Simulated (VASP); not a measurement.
# CoO under changes of volume

One of the cells (8.421 Å³/atom); the others are scaled copies at fixed shape and fractional positions:

```
Co O
1.0
    -1.43831    1.43831    2.03536
     1.43831   -1.43831    2.03536
     1.43831    1.43831   -2.03536
Co O
1 1
Cartesian
  0.0000 0.0000 0.0000
  0.0000 0.0000 2.0354
```

```yaml
Program: VASP 6.6.1
Functional: LDA
Potentials_or_basis: VASP PAW LDA potentials, release 64 (Co, O)
Cutoff: 520 eV
k_mesh: 10 × 10 × 10
Occupations: fermi-dirac, width 0.05 eV
Spin: collinear spin, ferromagnetic start
Starting_moments: "[2.0, 0.0] μB"
```

```csv
volume (Å³/atom),energy over the lowest point (meV/atom),pressure (GPa),moment (μB per cell)
8.084,7.32,4.4,1.39
8.253,?,?,?
8.421,0.00,0.3,2.09
8.590,1.87,-4.4,2.13
8.758,8.75,-8.6,2.16
```

**Question.** What does the run at 8.253 Å³/atom give?

**Answer.** Energy over the lowest point 5.12 meV/atom; pressure 0.0 GPa; moment 1.59 μB per cell.

The energies don't lie on one smooth curve, so no fit is given. The run at 8.253 Å³/atom lies farthest off, from a change of basis, grid or state.

Energies are extrapolated to zero smearing.

Caveats: a cell with one magnetic atom can't hold antiferromagnetic order, which such compounds often take.
